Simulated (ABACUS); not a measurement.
# ZnSe (Stilleite) (F-43m) in ABACUS: notebook

Runs on ZnSe (Stilleite). Level: PBE. Tasks: single point.

Everything below comes from runs of ABACUS 3.10.1. Logs are shortened: lines on timing, memory, paths and dates and some standing lists are left out, and cuts for length are marked.

**What was measured.**

“Alloy Disordering Effects on the Thermal Conductivity and Energy Gap Temperature Dependence of Cd1−xZnxSe Ternary Crystals Grown by the Bridgman Method”, 2023, pmc:10253836 reports, for a bulk crystal of ZnSe at 300 K: band gap 2.695 ± 0.003 eV (an exciton energy, a little under the gap).

The runs below are set against these values where they give the same quantity.

## (1) The structure

Symmetry: F-43m, No. 216, cubic system. The conventional cell has a = 5.668 Å, b = 5.668 Å, c = 5.668 Å, α = 90.00°, β = 90.00°, γ = 90.00°. Se (site symmetry -43m) has 4 Zn at 2.45 Å as nearest neighbours. Zn (site symmetry -43m) is surrounded by 4 Se at 2.45 Å.

## (2) Single point, PBE

INPUT

```
INPUT_PARAMETERS
suffix              ZnSe
calculation         scf
basis_type          lcao
pseudo_dir          ./
orbital_dir         ./
latname             fcc
symmetry            1
dft_functional      pbe
ecutwfc             100
pseudo_rcut         7
nspin               1
nbands              19
ks_solver           genelpa
smearing_method     fd
smearing_sigma      0.00367493
scf_thr             1e-07
scf_nmax            100
mixing_type         broyden
mixing_beta         0.7
cal_force           1
cal_stress          1
out_mul             1
out_chg             1
```

STRU

```
ATOMIC_SPECIES
Se 78.9710 Se.upf
Zn 65.3800 Zn.upf

NUMERICAL_ORBITAL
Se_confined-atom_7au_1s1p1d.orb
Zn_confined-atom_7au_2s1p1d.orb

LATTICE_CONSTANT
10.7102117839

ATOMIC_POSITIONS
Direct

Se
0.0
1
0.2500000000 0.2500000000 0.2500000000 1 1 1

Zn
0.0
1
0.0000000000 0.0000000000 0.0000000000 1 1 1
```

KPT

```
K_POINTS
0
Gamma
6 6 6 0 0 0
```

Potentials or basis: PseudoDojo NC SR 0.4.1 PBE standard, SZ LCAO (the cutoffs set its grid).

Launch:

```console
OMP_NUM_THREADS=1 mpirun -np 4 abacus > log
```

running log:

```text
ABACUS v3.10.1

               Atomic-orbital Based Ab-initio Computation at UStc

 ------------------------------------------------------------------------------------

 READING GENERAL INFORMATION
                           global_out_dir = OUT.ZnSe/
                           global_in_card = INPUT
                               pseudo_dir = ./
                              orbital_dir = ./
                                    DSIZE = 4
                                    GSIZE = 1

 READING UNITCELL INFORMATION
                                    ntype = 2
                  lattice constant (Bohr) = 10.7102
              lattice constant (Angstrom) = 5.6676

 READING ATOM TYPE 1
                               atom label = Se
                      L=0, number of zeta = 1
                      L=1, number of zeta = 1
                      L=2, number of zeta = 1
             number of atom for this type = 1

 READING ATOM TYPE 2
                               atom label = Zn
                      L=0, number of zeta = 2
                      L=1, number of zeta = 1
                      L=2, number of zeta = 1
             number of atom for this type = 1

                        TOTAL ATOM NUMBER = 2
DIRECT COORDINATES
    atom                   x                   y                   z     mag                  vx                  vy                  vz
taud_Se1            0.2500000000        0.2500000000        0.2500000000  0.0000        0.0000000000        0.0000000000        0.0000000000
taud_Zn1            0.0000000000        0.0000000000        0.0000000000  0.0000        0.0000000000        0.0000000000        0.0000000000

                          Volume (Bohr^3) = 307.138
                             Volume (A^3) = 45.5132

 Lattice vectors: (Cartesian coordinate: in unit of a_0)
                 -0.5                  +0                +0.5
                   +0                +0.5                +0.5
                 -0.5                +0.5                  +0
 Reciprocal vectors: (Cartesian coordinate: in unit of 2 pi/a_0)
                   -1                  -1                  +1
                   +1                  +1                  +1
                   -1                  +1                  -1
 The esolver type has been set to : ksdft_lcao

                PAO radial cut off (Bohr) = 7

 Read in pseudopotential file is Se.upf
                     pseudopotential type = NC
          exchange-correlation functional = PBE
                 nonlocal core correction = 1
                        valence electrons = 16
                                     lmax = 2
                           number of zeta = 3
                     number of projectors = 6
                           L of projector = 0
[... 5 lines left out ...]
                PAO radial cut off (Bohr) = 7

 Read in pseudopotential file is Zn.upf
                     pseudopotential type = NC
          exchange-correlation functional = PBE
                 nonlocal core correction = 1
                        valence electrons = 20
                                     lmax = 2
                           number of zeta = 4
                     number of projectors = 6
                           L of projector = 0
                           L of projector = 0
                           L of projector = 1
                           L of projector = 1
                           L of projector = 2
                           L of projector = 2
     initial pseudo atomic orbital number = 19

 SETUP THE ELECTRONS NUMBER
            electron number of element Se = 16
      total electron number of element Se = 16
            electron number of element Zn = 20
      total electron number of element Zn = 20
            AUTOSET number of electrons:  = 36
                           occupied bands = 18
                                   NLOCAL = 19
                                   NBANDS = 19
                                   NBANDS = 19
                                   NLOCAL = 19

%%%%%%%%%%%%%%%%%%%%%%%%%%%%%%%%%%%%%%%%%%%%%%%%%%%%%%%%%%%%%%%%%%%%%%%%%%%%%%%%%%%%%%%%%%%%%%%%%%%%%%%%%%
 Warning: the number of valence electrons in pseudopotential > 6 for Se: [Ar] 3d10 4s2 4p4
 Warning: the number of valence electrons in pseudopotential > 12 for Zn: [Ar] 3d10 4s2
 Pseudopotentials with additional electrons can yield (more) accurate outcomes, but may be less efficient.
 If you're confident that your chosen pseudopotential is appropriate, you can safely ignore this warning.
%%%%%%%%%%%%%%%%%%%%%%%%%%%%%%%%%%%%%%%%%%%%%%%%%%%%%%%%%%%%%%%%%%%%%%%%%%%%%%%%%%%%%%%%%%%%%%%%%%%%%%%%%%

 SETUP THE PLANE WAVE BASIS
 energy cutoff for charge/potential (unit:Ry) = 400
            fft grid for charge/potential = [ 50, 50, 50 ]
                        fft grid division = [ 5, 5, 5 ]
        big fft grid for charge/potential = [ 10, 10, 10 ]
                                     nbxx = 300
[... 69 lines left out ...]
       6  0.33333333  0.33333333  0.16666667  0.1111       8
[... 8 lines left out ...]
      15  0.50000000  0.33333333 -0.33333333  0.1111      52
      16  0.50000000  0.33333333 -0.16666667  0.0556      58

                               nkstot now = 16
[... K-POINTS DIRECT COORDINATES: 16 rows ...]

           k-point number in this process = 16
       minimum distributed K point number = 16
[... stars of the k points ...]

[... K-POINTS CARTESIAN COORDINATES: 16 rows ...]

[... K-POINTS DIRECT COORDINATES: 16 rows ...]

 SETUP PLANE WAVES FOR WAVE FUNCTIONS
     energy cutoff for wavefunc (unit:Ry) = 100
              fft grid for wave functions = [ 50, 50, 50 ]
                    number of plane waves = 6375
                         number of sticks = 451

 PARALLEL PW FOR WAVE FUNCTIONS
     PROC   COLUMNS(POT)             PW
        1            112           1593
        2            113           1594
        3            113           1594
        4            113           1594
 --------------- sum -------------------
        4            451           6375

 SET NONLOCAL PSEUDOPOTENTIAL PROJECTORS
 SET NONLOCAL PSEUDOPOTENTIAL PROJECTORS
 max number of nonlocal projetors among all species is 6

 -------------------------------------------
 SELF-CONSISTENT
 -------------------------------------------

 SETUP SEARCHING RADIUS FOR PROGRAM TO SEARCH ADJACENT ATOMS
                  longest orb rcut (Bohr) = 7
   longest nonlocal projector rcut (Bohr) = 1.94
                     search radius (Bohr) = 17.9
              searching radius is (Bohr)) = 17.9
         searching radius unit is (Bohr)) = 10.7
                         PeriodicBoundary = 1
                        Radius(unit:lat0) = 1.67
                                   glayer = [ 4, 4, 4 ]
                             glayer_minus = [ 3, 3, 3 ]

Find the coordinate range of the input atom(unit:lat0).
                                  min_tau = [ -3.25, -3, -3 ]
                                  max_tau = [ 3, 3.25, 3.25 ]
                                BoxNumber = [ 7, 7, 7 ]

 SETUP EXTENDED REAL SPACE GRID FOR GRID INTEGRATION
                          real space grid = [ 50, 50, 50 ]
                 big cell numbers in grid = [ 10, 10, 10 ]
             meshcell numbers in big cell = [ 5, 5, 5 ]
                        extended fft grid = [ 12, 12, 12 ]
                dimension of extened grid = [ 35, 35, 35 ]
                            UnitCellTotal = 125
              Atom number in sub-FFT-grid = 2
    Local orbitals number in sub-FFT-grid = 19
                                ParaV.nnr = 7350
                                 init_chg = atomic

 LCAO ALGORITHM --------------- ION=   1  ELEC=   1--------------------------------

 Density error is 0.0482062388488
----------------------------------------------------------
     Energy           Rydberg                 eV
----------------------------------------------------------
 E_KohnSham     -660.4080364051      -8985.3123001008
 E_Harris       -659.7987707799      -8977.0228160022
 E_Fermi        0.6748937919         9.1824011149
----------------------------------------------------------
[... 69 lines left out ...]
 Density error is 4.53573394503e-08
----------------------------------------------------------
     Energy           Rydberg                 eV
----------------------------------------------------------
 E_KohnSham     -660.4189789570      -8985.4611811576
 E_KS(sigma->0) -660.4189787290      -8985.4611780547
 E_Harris       -660.4189784276      -8985.4611739549
 E_band         -71.2400960390       -969.2712321976
 E_one_elec     -489.7870715067      -6663.8949792246
 E_Hartree      251.8337954786       3426.3745674761
 E_xc           -93.7225727871       -1275.1610211238
 E_Ewald        -328.7431296858      -4472.7797420796
 E_entropy(-TS) -0.0000004561        -0.0000062057
 E_descf        0.0000000000         0.0000000000
 E_exx          0.0000000000         0.0000000000
 E_Fermi        0.7449182596         10.1351328748
----------------------------------------------------------

 charge density convergence is achieved
 final etot is -8985.4611812 eV
 EFERMI = 10.135132875 eV

 STATE ENERGY(eV) AND OCCUPATIONS    NSPIN == 1
 1/16 kpoint (Cartesian) = 0.0000 0.0000 0.0000 (1271 pws)
       1       -117.808     0.00925926
       2       -71.9639     0.00925926
       3       -71.9639     0.00925926
       4       -71.9639     0.00925926
       5       -35.1738     0.00925926
       6       -35.1738     0.00925926
[... 104 lines left out ...]
       6       -35.1736       0.222222
[... 11 lines left out ...]
      18        8.74086       0.222222
      19        13.8402    1.46210e-33

[... levels at 10 further k points ...]

 correction force for each atom along direction 1 is -0.0655135
 correction force for each atom along direction 2 is 0.114904
 correction force for each atom along direction 3 is 0.0539255
------------------------------------------------------------------------------------------
 TOTAL-FORCE (eV/Angstrom)
------------------------------------------------------------------------------------------
                       Se1         0.0000000000         0.0000000000         0.0000000000
                       Zn1         0.0000000000         0.0000000000         0.0000000000
------------------------------------------------------------------------------------------

----------------------------------------------------------------
 TOTAL-STRESS (KBAR)
----------------------------------------------------------------
       115.7910519196         0.0000000000         0.0000000000
        -0.0000000000       115.7910519196         0.0000000000
         0.0000000000         0.0000000000       115.7910519196
----------------------------------------------------------------
 TOTAL-PRESSURE: 115.791052 KBAR

 --------------------------------------------
 !FINAL_ETOT_IS -8985.4611811575614411 eV
 --------------------------------------------
```

It took 4.8 s on 4 MPI ranks of AMD EPYC, shared host; peak memory 0.36 GiB.

These settings aren't checked as converged: the numbers below hold their error.

Results:

```
Free energy            : -8985.4612 eV
Pressure               : 11.6 GPa
Band gap on the k mesh : 0.78 eV, direct
Mulliken charges       : Se -0.95; Zn +0.95 e
```

Caveat: the atomic orbitals were generated for these runs and aren't a published set; Mulliken charges move with the basis; the basis of atomic orbitals isn't converged, which shifts pressures, moduli and gaps.

## (3) Single point, PBE

INPUT: that of step 2 with these lines changed.

```diff
@@ -12,3 +12,3 @@
 nspin               1
-nbands              19
+nbands              28
 ks_solver           genelpa
@@ -24 +24,3 @@
 out_chg             1
+out_pot             2
+out_elf             1
```

STRU: that of step 2 with these lines changed.

```diff
@@ -5,4 +5,4 @@
 NUMERICAL_ORBITAL
-Se_confined-atom_7au_1s1p1d.orb
-Zn_confined-atom_7au_2s1p1d.orb
+Se_confined-atom_7au_2s2p2d.orb
+Zn_confined-atom_7au_3s2p2d1f.orb
```

KPT is that of step 2.

Potentials or basis: PseudoDojo NC SR 0.4.1 PBE standard, DZP LCAO (the cutoffs set its grid).

Launch:

```console
OMP_NUM_THREADS=1 mpirun -np 4 abacus > log
```

It took 14 s on 4 MPI ranks of AMD EPYC, shared host; peak memory 0.44 GiB.

It converged, with:

```yaml
Free_energy: -8988.5847 eV
Pressure: 3.0 GPa
Band_gap_on_the_k_mesh: 1.45 eV, direct
Mulliken_charges: Se -0.27; Zn +0.27 e
```

Levels at points of the mesh, in eV from the valence-band top:
```csv
k point,band 15,band 16,band 17,band 18,band 19,band 20,band 21,band 22
"(0.00, 0.00, 0.00)",-6.19,0.00,0.00,0.00,1.45,5.87,5.87,5.87
"(0.50, 0.50, 0.50)",-6.02,-5.23,-0.87,-0.87,2.60,6.48,6.48,9.43
"(0.50, 0.50, 0.00)",-6.00,-4.76,-2.18,-2.18,3.37,3.50,10.94,11.46
```

Caveat: the atomic orbitals were generated for these runs and aren't a published set; Mulliken charges move with the basis; the basis of atomic orbitals isn't converged, which shifts pressures, moduli and gaps.

## (4) Single point, PBE

INPUT: that of step 3 with these lines changed.

```diff
@@ -24,3 +24 @@
 out_chg             1
-out_pot             2
-out_elf             1
```

STRU: that of step 3 with these lines changed.

```diff
@@ -5,4 +5,4 @@
 NUMERICAL_ORBITAL
-Se_confined-atom_7au_2s2p2d.orb
-Zn_confined-atom_7au_3s2p2d1f.orb
+Se_confined-atom_7au_3s3p3d1f.orb
+Zn_confined-atom_7au_4s3p3d1f.orb
```

KPT is that of step 3.

Potentials or basis: PseudoDojo NC SR 0.4.1 PBE standard, TZDP LCAO (the cutoffs set its grid).

Launch:

```console
OMP_NUM_THREADS=1 mpirun -np 4 abacus > log
```

It took 24 s on 4 MPI ranks of AMD EPYC, shared host; peak memory 0.52 GiB.

It converged, with:

* Free energy: -8988.6586 eV
* Pressure: 2.7 GPa
* Band gap on the k mesh: 1.41 eV, direct
* Mulliken charges: Se +0.07; Zn -0.07 e

Levels at points of the mesh, in eV from the valence-band top:
| k point | band 16 | band 17 | band 18 | band 19 | band 20 | band 21 |
| --- | --- | --- | --- | --- | --- | --- |
| (0.00, 0.00, 0.00) | 0.00 | 0.00 | 0.00 | 1.41 | 5.83 | 5.83 |
| (0.50, 0.50, 0.50) | -5.22 | -0.87 | -0.87 | 2.55 | 6.42 | 6.42 |
| (0.50, 0.50, 0.00) | -4.76 | -2.18 | -2.18 | 3.02 | 3.48 | 10.80 |

Caveat: the atomic orbitals were generated for these runs and aren't a published set; Mulliken charges move with the basis; the basis of atomic orbitals isn't converged, which shifts pressures, moduli and gaps.

## (5) Single point, PBE

INPUT

```
INPUT_PARAMETERS
suffix              ZnSe
calculation         scf
basis_type          pw
pseudo_dir          ./
latname             fcc
symmetry            1
dft_functional      pbe
ecutwfc             87
pseudo_rcut         7
nspin               1
nbands              28
ks_solver           dav
smearing_method     fd
smearing_sigma      0.00367493
scf_thr             1e-08
scf_nmax            100
mixing_type         broyden
mixing_beta         0.7
cal_force           1
cal_stress          1
out_chg             1
kpar                4
```

STRU: that of step 4 with these lines changed.

```diff
@@ -3,6 +3,2 @@
 Zn 65.3800 Zn.upf
-
-NUMERICAL_ORBITAL
-Se_confined-atom_7au_3s3p3d1f.orb
-Zn_confined-atom_7au_4s3p3d1f.orb
```

KPT is that of step 4.

Potentials or basis: PseudoDojo NC SR 0.4.1 PBE standard, plane waves.

Launch:

```console
OMP_NUM_THREADS=1 mpirun -np 4 abacus > log
```

Wall time 18 s (4 MPI ranks of AMD EPYC, shared host); peak memory 0.44 GiB.

Results (log left out):

- Free energy: -8988.7503 eV
- Pressure: 2.1 GPa
- Band gap on the k mesh: 1.29 eV, direct

Levels at points of the mesh, in eV from the valence-band top:
| k point | band 16 | band 17 | band 18 | band 19 | band 20 | band 21 |
| --- | --- | --- | --- | --- | --- | --- |
| (0.00, 0.00, 0.00) | 0.00 | 0.00 | 0.00 | 1.29 | 5.81 | 5.81 |
| (0.50, 0.50, 0.50) | -5.22 | -0.87 | -0.87 | 2.55 | 6.39 | 6.39 |
| (0.50, 0.50, 0.00) | -4.75 | -2.18 | -2.18 | 2.99 | 3.47 | 10.73 |

## (6) The runs side by side

```tsv
potentials or basis	cutoff (eV)	SCF threshold on the density	eigensolver	gap on the mesh (eV)	pressure (GPa)
PseudoDojo NC SR 0.4.1 PBE standard, DZP LCAO (the cutoffs set its grid)	1361	1e-07	genelpa	1.45	3.0
PseudoDojo NC SR 0.4.1 PBE standard, TZDP LCAO (the cutoffs set its grid)	1361	1e-07	genelpa	1.41	2.7
PseudoDojo NC SR 0.4.1 PBE standard, plane waves	1184	1e-08	dav	1.29	2.1
```

Alike in all rows: task single point; level PBE; no spin polarisation; cell as given; k mesh 6 × 6 × 6; smearing fermi-dirac 0.05 eV.

Caveats: the atomic orbitals were generated for these runs and aren't a published set (some runs); the basis of atomic orbitals isn't converged, which shifts pressures, moduli and gaps (some runs).

Total energies depend on the potentials used, so only differences within one code and one set of settings carry meaning.

## (7) Against experiment

Step 3. A measured gap of ZnSe is 2.695 eV (an exciton energy, a little under the gap; 300 K; “Alloy Disordering Effects on the Thermal Conductivity and Energy Gap Temperature Dependence of Cd1−xZnxSe Ternary Crystals Grown by the Bridgman Method”, 2023, pmc:10253836); the calculated 1.45 eV misses it by -1.25 eV. Spin-orbit coupling on Se is left out. The value is that of PBE in an atomic basis (PseudoDojo NC SR 0.4.1 PBE standard, DZP LCAO (the cutoffs set its grid)), whose error adds to the functional's,, without temperature or zero-point motion. Semilocal functionals fall short of measured gaps as a rule.

Step 4. A measured gap of ZnSe is 2.695 eV (an exciton energy, a little under the gap; 300 K; “Alloy Disordering Effects on the Thermal Conductivity and Energy Gap Temperature Dependence of Cd1−xZnxSe Ternary Crystals Grown by the Bridgman Method”, 2023, pmc:10253836); the calculated 1.41 eV misses it by -1.29 eV. Spin-orbit coupling on Se is left out. The value is that of PBE in an atomic basis (PseudoDojo NC SR 0.4.1 PBE standard, TZDP LCAO (the cutoffs set its grid)), whose error adds to the functional's,, without temperature or zero-point motion. Semilocal functionals fall short of measured gaps as a rule.

Step 5. Measured gap of ZnSe: 2.695 eV (an exciton energy, a little under the gap; 300 K; “Alloy Disordering Effects on the Thermal Conductivity and Energy Gap Temperature Dependence of Cd1−xZnxSe Ternary Crystals Grown by the Bridgman Method”, 2023, pmc:10253836). This calculation gives 1.29 eV (-1.41 eV). So large a miss can be the level of theory's own, or it may mean another phase, state or a wrong row. Spin-orbit coupling on Se is left out. The value is that of PBE, without temperature or zero-point motion. Semilocal functionals fall short of measured gaps as a rule.
